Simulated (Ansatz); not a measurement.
# AgI (F-43m): from the cell to its phonons, part 2 of 3

How does AgI (F-43m) vibrate, and is this structure a minimum?

Ansatz 0.2.0; DFT LDA, scalar-relativistic, plane waves, norm-conserving pseudopotentials.

So far: The structure; Relaxation.

The database entry behind the starting cell differs from later determinations by our own check (about 0.3 % short), so it need not match the best structure at ambient conditions.

### 3. Relaxing to small forces for the phonons, k-mesh 8×8×8

Phonons need a cell at rest on their own settings, so the relaxation is repeated with tight tolerances on forces and stress, using the mesh and the filling of the phonon run that follows.

Input file input.yaml:

```yaml
crystal:
  lattice:
    - [0.0, 3.1719350837, 3.1719350837]
    - [3.1719350837, 0.0, 3.1719350837]
    - [3.1719350837, 3.1719350837, 0.0]
  atoms:
    - { symbol: Ag, position: [0.0, 0.0, 0.0] }
    - { symbol: I, position: [0.25, 0.25, 0.25] }
kpoints:
  mp_grid: { grid: [8, 8, 8] }
hamiltonian:
  xc: lda
  pseudopotentials: { kind: nc }
scf:
  occupations: { method: fixed }
output:
  forces: true
  stress: true
  eigenvalues: true
  write_density: true
  write_potential: true
  elf: true
  volumetric_format: npy
relax:
  adjacent_minimum: "off"
  f_tol: 0.001
  max_steps: 60
  cell: { stress_tol: 0.01 }
```

Run with:

```console
> ansatz run input.yaml --threads 4 --pin off --max-ram 10240MiB --backend cpu --events-out ev --progress --plain --runs-dir out
```

Numbers of over 12 decimals in the logs are rounded to 6 here.

What it wrote:

```text
[...]
Crystal: 2 atoms, lattice volume = 63.827 Å³
Basis set: ecut = 1170.089609 eV, 5817 PW (Γ)
Bands: 17, of which v1, the nominal top of the filled ones, is band 13 counted from 1 (12 counted from 0)
Symmetry: 24 space group operations
[...]
k-points: 29 of 512 (time reversal used)
[...]
k-point 28: bands = [... 9 lower, 3.1253, 3.2629, 3.8048, 4.4425, 11.1287, 11.3032, 12.5424, 13.1414]
--- Relaxed structure (2 steps of the walk, 2 accepted, 1 SCFs on fresh bases) ---
[...]
cell:  # Å, volume = 63.7996 Å³
    - [0, 3.171484, 3.171484]
    - [3.171484, 0, 3.171484]
    - [3.171484, 3.171484, 0]
  atoms:
    - { symbol: Ag, position: [0, 0, 0] }
    - { symbol: I, position: [0.250000, 0.250000, 0.250000] }
[key lines of the parts left out:]
SCF converged after 5 iterations
Free energy (F): -4571.885734 eV
Fermi energy:    6.317674 eV
P = ⅓ Tr σ = 0.0054 GPa (0.054 kbar)
```

Elapsed: 3 s, on 4 threads of AMD EPYC 9R45 (Zen 5), shared host; peak memory 0.62 GiB.

Little changed from the start: no atom moved by 0.005 Å and no cell edge by 0.1 %.

Numbers from this step:

| Quantity | Value |
| --- | --- |
| pressure | 0.005424 GPa |
| volume per atom | 31.90 Å³ |

ELF in the ac plane of a cell with a along [110], b along [-110] and c along [001] of the cube at fractional y = 0.000, with atoms of Ag and I within 0.2 Å of it. It is the smooth field of the valence electrons, not physical close to the nuclei.

Ten even steps from '_' (0.01) to '@' (0.84), each cell a mean:
```
**%%==::==##%%##==::==%%**##**::--**%%%%**--::####
##++::==%%@@@@@@%%==::++##**--::**@@@@@@@@**::==**
--::--##@@%%**%%@@##--::----::++@@@@****@@@@==::--
..::++@@@@--__--@@@@++::....--##@@**....**@@##--..
..::**@@%%::__::%%@@**::....==%%@@**____**@@%%==..
__::**@@@@##++##@@@@**::__..==%%@@@@****@@@@%%==__
__..==##@@@@@@@@@@##==..____::**%%@@@@@@@@%%**::__
____..==##%%%%%%##==..________--**##%%%%##**--____
______..--======::..____________::--====--::______
__________......____________________....__________
__________________________________________________
__________________________________________________
....__________________........________________....
::::....__________....::::::....____________....::
++==::::..______..::::==++==--::..________..::--==
%%##==::..........::==##%%%%++--............--**%%
--%%++::::--==--::::++%%--**##--::::====::::--##++
```
Columns run along a (9.0 Å), rows up along c (6.3 Å), edges of the conventional cell, whose origin can differ from the input's. Atoms in or near the plane, at fractional coordinates: Ag at (0.50, 0.00), Ag at (0.00, 0.00), I at (0.75, 0.75), I at (0.25, 0.75).

Electrostatic potential energy in the ac plane of a cell with a along [110], b along [-110] and c along [001] of the cube at fractional y = 0.000, with atoms of Ag and I within 0.2 Å of it. With pseudopotentials it is smooth inside the atoms' cores, unlike the true potential.

Values in eV, 9 rows by 16 columns, each cell a mean:
```
-69 -13   5   0  -1   5  -2 -56 -69 -13   5   0  -1   5  -2 -56
  3   5  -8 -53 -64 -19   4   4   3   5  -8 -53 -64 -19   4   4
 10   8 -11 -68 -80 -26   5  10  10   8 -11 -68 -80 -26   5  10
 11  10   5  -9 -12   2   9  11  11  10   5  -9 -12   2   9  11
 11  11  11  10  10  10  11  11  11  11  11  10  10  10  11  11
 11  11  11  11  11  11  11  11  11  11  11  11  11  11  11  11
 10  11  11  11  11  11  11  10  10  11  11  11  11  11  11  10
 -5   5  10  11  11  11   7  -2  -5   5  10  11  11  11   7  -2
-86 -21   8  10  10   9  -5 -73 -86 -21   8  10  10   9  -5 -73
```
Columns run along a (9.0 Å; values clipped at the 3rd and 97th percentile), rows up along c (6.3 Å), edges of the conventional cell, whose origin can differ from the input's. Atoms in or near the plane, at fractional coordinates: Ag at (0.50, 0.00), Ag at (0.00, 0.00), I at (0.75, 0.75), I at (0.25, 0.75).

Valence density in the ac plane of a cell with a along [110], b along [-110] and c along [001] of the cube at fractional y = 0.000, with atoms of Ag and I within 0.2 Å of it. It is the smooth field of the valence electrons, not physical close to the nuclei.

Values in units of 1e0 e/Å³, 9 rows by 16 columns, each cell a mean:
```
8.3 1.9 0.3 0.4 0.4 0.3 0.9 6.9 8.3 1.9 0.3 0.4 0.4 0.3 0.9 6.9
0.5 0.3 0.6 0.5 0.4 0.6 0.3 0.4 0.5 0.3 0.6 0.5 0.4 0.6 0.3 0.4
0.1 0.2 0.5 0.4 0.3 0.6 0.3 0.1 0.1 0.2 0.5 0.4 0.3 0.6 0.3 0.1
0.0 0.1 0.2 0.5 0.5 0.3 0.1 0.0 0.0 0.1 0.2 0.5 0.5 0.3 0.1 0.0
0.0 0.0 0.1 0.1 0.1 0.1 0.0 0.0 0.0 0.0 0.1 0.1 0.1 0.1 0.0 0.0
0.0 0.0 0.0 0.0 0.0 0.0 0.0 0.0 0.0 0.0 0.0 0.0 0.0 0.0 0.0 0.0
0.1 0.0 0.0 0.0 0.0 0.0 0.0 0.1 0.1 0.0 0.0 0.0 0.0 0.0 0.0 0.1
1.1 0.3 0.1 0.0 0.0 0.0 0.2 0.8 1.1 0.3 0.1 0.0 0.0 0.0 0.2 0.8
9.3 2.6 0.2 0.1 0.1 0.1 1.1 8.6 9.3 2.6 0.2 0.1 0.1 0.1 1.1 8.6
```
Columns run along a (9.0 Å), rows up along c (6.3 Å), edges of the conventional cell, whose origin can differ from the input's. Atoms in or near the plane, at fractional coordinates: Ag at (0.50, 0.00), Ag at (0.00, 0.00), I at (0.75, 0.75), I at (0.25, 0.75).

The forces vanish by symmetry and the pressure is 0.005 GPa, within the tolerances set. The cell now holds 31.90 Å³/atom.

### 4. A first phonon run

The phonons are first tried on the mesh that the gap suggested.

input.yaml, the sections that differ from step 3:

```yaml
crystal:
  lattice:
    - [0.0, 3.1714841931, 3.1714841931]
    - [3.1714841931, 0.0, 3.1714841931]
    - [3.1714841931, 3.1714841931, 0.0]
  atoms:
    - { symbol: Ag, position: [0.0, 0.0, 0.0] }
    - { symbol: I, position: [0.25, 0.25, 0.25] }
output:
  eigenvalues: true
phonons:
  method: dfpt
  dielectric: true
  rigid_motions: translations
  raman: true
# kpoints, hamiltonian, scf: as in step 3
# relax: removed
```

What it wrote:

```text
[...]
Crystal: 2 atoms, lattice volume = 63.800 Å³
Basis set: ecut = 1170.089609 eV, 5817 PW (Γ), exchange–correlation on 108×108×108 points (8 copies of the dense FFT grid, shifted against one another)
Bands: 17, of which v1, the nominal top of the filled ones, is band 13 counted from 1 (12 counted from 0)
Symmetry: 24 space group operations
k-points: 95 of 512 (irreducible under 4 space group operations, time reversal used)
[...]
ω (cm⁻¹)  modes    IR ((D/Å)²/amu)  static Raman (Å⁴/amu)  depolarisation
        117.31      2             1.0988                75.3335           0.750
        129.83      1             0.5494                37.2796           0.750
  optical modes at Γ + LO–TO along q̂ = [0.0000, 0.0000, 1.0000]:
      ω (cm⁻¹)  modes    IR ((D/Å)²/amu)  static Raman (Å⁴/amu)  depolarisation
        117.31      2             1.0988                75.3335           0.750
        129.83      1             0.5494                37.2796           0.750
[key lines of the parts left out:]
SCF converged after 8 iterations
Free energy (F): -4571.885734 eV
Fermi energy:    6.317674 eV
```

Run time: 1.8 min. Hardware: 4 threads; peak memory 2.1 GiB; 6.9 min of CPU time.

This step gave:

| Quantity | Value |
| --- | --- |
| sum-rule residual before enforcement | 1.29e-4 eV/Å² |
| miss of the charge sum rule | 0.001106 e |
| estimated error of the dielectric tensor | 0.01604 |
| estimated error of the Born charges | 0.02075 e |
| point group | -43m |
| highest optical mode at the zone centre (no LO-TO term) | 117.3 cm⁻¹ |
| lowest optical zone-centre mode | 117.3 cm⁻¹ |
| mean high-frequency dielectric constant | 5.937 |
| largest Born charge (third of the trace) | 1.178 e |
| mean static dielectric constant | 7.272 |
| top of the zone-centre spectrum with the field | 129.8 cm⁻¹ |

The highest optical mode at Γ without the field comes at 117.3 cm⁻¹, but the log warns of the mesh: “the force constants stand on the 8×8×8 k-mesh, whose period is 12.17 times the interband length at k = (0.0000, 0.0000, 0.0000), direct gap 1.054 eV, under 14: take them and everything formed from them as unconverged”.

### 5. Tight relaxation, k-mesh 12×12×12

The k mesh is raised to 12×12×12 since a zone-centre run on the first mesh warned that it was too coarse for the force constants, and the cell is relaxed again on it.

input.yaml, the sections that differ from step 4:

```yaml
kpoints:
  mp_grid: { grid: [12, 12, 12] }
output:
  forces: true
  stress: true
  eigenvalues: true
relax:
  adjacent_minimum: "off"
  f_tol: 0.001
  max_steps: 60
  cell: { stress_tol: 0.01 }
# crystal, hamiltonian, scf: as in step 4
# phonons: removed
```

What it wrote:

```text
[...]
Crystal: 2 atoms, lattice volume = 63.800 Å³
Basis set: ecut = 1170.089609 eV, 5817 PW (Γ)
Bands: 17, of which v1, the nominal top of the filled ones, is band 13 counted from 1 (12 counted from 0)
Symmetry: 24 space group operations
[...]
k-points: 72 of 1728 (time reversal used)
[...]
k-point 71: bands = [... 9 lower, 3.1251, 3.2627, 3.8046, 4.4423, 11.1286, 11.3031, 12.5423, 13.1413]
--- Relaxed structure (1 steps of the walk, 1 accepted, 1 SCFs on fresh bases) ---
[...]
cell:  # Å, volume = 63.7996 Å³
    - [0.0, 3.1714841931, 3.1714841931]
    - [3.1714841931, 0.0, 3.1714841931]
    - [3.1714841931, 3.1714841931, 0.0]
  atoms:
    - { symbol: Ag, position: [0.0, 0.0, 0.0] }
    - { symbol: I, position: [0.25, 0.25, 0.25] }
[key lines of the parts left out:]
SCF converged after 6 iterations
Free energy (F): -4571.885978 eV
Fermi energy:    6.317392 eV
P = ⅓ Tr σ = 0.0030 GPa (0.030 kbar)
```

The job ended after 5.3 s (4 threads; peak memory 0.66 GiB).

Little changed from the start: no atom moved by 0.005 Å and no cell edge by 0.1 %.

This step gave:

| Item | Value |
| --- | --- |
| pressure | 0.003038 GPa |
| gap on the k-mesh | 1.055 eV |
| direct gap on mesh | 1.055 eV |

The forces vanish by symmetry and the pressure is 0.003 GPa, within the tolerances set. The cell now holds 31.90 Å³/atom.

### 6. Modes at Γ

The zone centre comes first: it holds the modes that light can see, as far as symmetry allows. The response to a homogeneous field gives the Born charges and the dielectric tensor, and its change with displacement the Raman tensors.

input.yaml, the sections that differ from step 5:

```yaml
output:
  eigenvalues: true
phonons:
  method: dfpt
  dielectric: true
  rigid_motions: translations
  raman: true
# crystal, kpoints, hamiltonian, scf: as in step 5
# relax: removed
```

What it wrote:

```text
[...]
Crystal: 2 atoms, lattice volume = 63.800 Å³
Basis set: ecut = 1170.089609 eV, 5817 PW (Γ), exchange–correlation on 108×108×108 points (8 copies of the dense FFT grid, shifted against one another)
Bands: 17, of which v1, the nominal top of the filled ones, is band 13 counted from 1 (12 counted from 0)
Symmetry: 24 space group operations
k-points: 280 of 1728 (irreducible under 4 space group operations, time reversal used)
[...]
SCF iter   1: F=—  HF=-4572.033361 eV  |F-HF|=—  |Δ(HF+E_count)|=         —  Δρ=2.40e-2  dr2=4.48e-1  ethr=3.10e-3  ⟨swp⟩=5.9  Hψ=22015  notcnv=0  defer=505
[...]
SCF iter   8: F=-4571.885978 eV  HF=-4571.885978 eV  |F-HF|=5.46e-12  |Δ(HF+E_count)|=   8.05e-9  Δρ=3.20e-7  dr2=1.58e-11  ethr=1.00e-12  ⟨swp⟩=9.9  Hψ=39160  notcnv=0
SCF 1 converged in 8 iterations: F = -4571.885978 eV  dr2 = 1.58e-11
NSCF: frozen V_eff on 1 k-points
[...]
Bands: 14, of which v1, the nominal top of the filled ones, is band 13 counted from 1 (12 counted from 0)
k-points: 182
[...]
Eigensolver: Dense (182 Hₖ)
SCF iter   1: F=—  HF=-4571.881032 eV  |F-HF|=—  |Δ(HF+E_count)|=         —  Δρ=7.08e-5  dr2=4.80e-7  ethr=1.00e-1
[...]
SCF iter   5: F=-4571.881033 eV  HF=-4571.881033 eV  |F-HF|=6.37e-12  |Δ(HF+E_count)|=  9.09e-13  Δρ=2.76e-7  dr2=1.57e-11  ethr=2.34e-12
SCF 1 converged in 5 iterations: F = -4571.881033 eV  dr2 = 1.57e-11
[...]
SCF converged after 8 iterations
Free energy (F): -4571.885978 eV
[...]
Internal energy: -4571.885978 eV  (E = F + TS)
E sigma→0 (E₀):  -4571.885978 eV
Fermi energy:    6.317392 eV
[...]
--- Band table (eV; the first three rows and the last of 280) ---
  k-point 0: bands = [... 9 lower, 2.8799, 6.3174, 6.3174, 6.3174, 7.3720, 11.8521, 11.8521, 11.8521]
  k-point 1: bands = [... 9 lower, 2.8773, 5.8717, 6.2574, 6.2574, 7.7751, 11.7160, 11.9436, 11.9436]
  k-point 2: bands = [... 9 lower, 2.8730, 5.1271, 6.0983, 6.0983, 8.3500, 11.5966, 12.1599, 12.1599]
  k-point 279: bands = [... 9 lower, 3.1251, 3.2627, 3.8046, 4.4423, 11.1286, 11.3031, 12.5423, 13.1413]
[...]
ASR residual: 2.293e-4 → 0.000e0 eV/Å²; symmetrization residual: 3.249e-6 eV/Å²
  ASR residual per site (eV/Å²): 2.29e-4 1.24e-4
  Γ frequencies (cm⁻¹): 0.00 0.00 0.00 117.33 117.33 117.33
  ε∞ (high-frequency dielectric tensor):
        5.936970    -0.000000     0.000000
       -0.000000     5.936970     0.000000
        0.000000     0.000000     5.936970
  ε⁰ (static dielectric tensor: ions relaxed, cell fixed):
        7.271545     0.000000     0.000000
        0.000000     7.271545     0.000000
        0.000000     0.000000     7.271545
  ε⁰ − ε∞ (ionic part):
        1.334575     0.000000     0.000000
        0.000000     1.334575    -0.000000
        0.000000    -0.000000     1.334575
[...]
Born effective charges Z* (e; rows j = field, columns β = displacement):
    site 0:
         1.17853    0.00000    0.00000
         0.00000    1.17853    0.00000
        -0.00000    0.00000    1.17853
    site 1:
        -1.17853   -0.00000   -0.00000
        -0.00000   -1.17853   -0.00000
         0.00000   -0.00000   -1.17853
  Z* charge neutrality: 1.069e-3 e pre-enforcement
[...]
optical modes at Γ without the LO–TO term, one row a degenerate level:
      ω (cm⁻¹)  modes    IR ((D/Å)²/amu)  static Raman (Å⁴/amu)  depolarisation
        117.33      3             1.6487               113.0009           0.750
  optical modes at Γ + LO–TO along q̂ = [1.0000, 0.0000, 0.0000]:
      ω (cm⁻¹)  modes    IR ((D/Å)²/amu)  static Raman (Å⁴/amu)  depolarisation
        117.33      2             1.0991                75.3340           0.750
        129.85      1             0.5496                37.2797           0.750
  optical modes at Γ + LO–TO along q̂ = [0.0000, 1.0000, 0.0000]:
      ω (cm⁻¹)  modes    IR ((D/Å)²/amu)  static Raman (Å⁴/amu)  depolarisation
        117.33      2             1.0991                75.3340           0.750
        129.85      1             0.5496                37.2797           0.750
  optical modes at Γ + LO–TO along q̂ = [0.0000, 0.0000, 1.0000]:
      ω (cm⁻¹)  modes    IR ((D/Å)²/amu)  static Raman (Å⁴/amu)  depolarisation
        117.33      2             1.0991                75.3340           0.750
        129.85      1             0.5496                37.2797           0.750
```

It took 3.4 min on 4 threads; peak memory 4.8 GiB; 13 min of CPU time.

Numbers from this step:

- sum-rule residual before enforcement: 2.29e-4 eV/Å²
- miss of the charge sum rule: 0.001069 e
- estimated error of the dielectric tensor: 0.01656
- estimated error of the Born charges: 0.02058 e
- largest Born charge (third of the trace): 1.179 e
- mean static dielectric constant: 7.271

Without the LO-TO term. Patterns of degenerate modes are one choice out of their space. Modes at Γ, with each element's share of the kinetic energy:

```csv
mode,frequency (cm⁻¹),symmetry,Ag %,I %
1,0.0,acoustic,46,54
2,0.0,acoustic,46,54
3,0.0,acoustic,46,54
4,117.3,T2,54,46
5,117.3,T2,54,46
6,117.3,T2,54,46
```

Displacements in mode 6 (117.3 cm⁻¹), the largest set to 1:
```
Ag1  0.00  1.00 -0.15
I2   0.00 -0.85  0.13
```

Optical modes at the zone centre, without and with the macroscopic field of the longitudinal modes; each column is sorted by frequency, so a row need not hold one and the same mode. Modes with and without the field, by row:

```csv
rank among optical modes,no field (cm⁻¹),"q along (1, 0, 0) (cm⁻¹)"
1,117.3,117.3
2,117.3,117.3
3,117.3,129.8
```

Born charge (rows field, columns displacement) (e), principal values of the symmetric part by kind of site:

```csv
atom,atoms with these values,low,middle,high,mean
Ag1,1,1.18,1.18,1.18,1.18
I2,1,-1.18,-1.18,-1.18,-1.18
```

In full for I2:

```
-1.18  0.00  0.00
 0.00 -1.18  0.00
 0.00  0.00 -1.18
```

High-frequency dielectric tensor:

```
5.94 0.00 0.00
0.00 5.94 0.00
0.00 0.00 5.94
```

Static dielectric tensor (ions relaxed, fixed cell):

```
7.27 0.00 0.00
0.00 7.27 0.00
0.00 0.00 7.27
```

Transverse modes. Infrared lines, with heights relative to the strongest:

```csv
position (cm⁻¹),label,relative intensity
117,T2,100
```

Activity x (w_L - w)^4 (n + 1)/w, 532 nm, 300 K; the tensors are static ones, while 532 nm light lies above the computed direct gap, where resonance would change the heights; modes without the macroscopic field alone. Lines of the Raman spectrum (strongest = 100):

```csv
position (cm⁻¹),label,relative intensity
117,T2,100
```

Static second-order susceptibility (pm/V), twice the coefficient d of second-harmonic generation. Second order susceptibility, by row:

```csv
field along,xx,yy,zz,yz,xz,xy
x,0,0,0,0.92,0,0
y,0,0,0,0,0.92,0
z,0,0,0,0,0,0.92
```

Before it was imposed, the acoustic sum rule was missed by 2.3e-4 eV/Å² and the charge sum rule by 0.0011 e. Small misses are needed for a sound result but don't prove that mesh and cutoff are converged. Against the first mesh the highest mode moved by +0.0 cm⁻¹. The lowest optical mode is real, 117 cm⁻¹.

[end of part 2 of 3]

[Logs are printed without paths, hosts, clocks, repeated set-up lines and the standing remarks that a program may print on its own settings, such as how far it seeks lower states.]

[Hosts, paths, dates, database ids (printed as entryN), source tags and the programs' standing remarks are cut or masked in the printed files.]
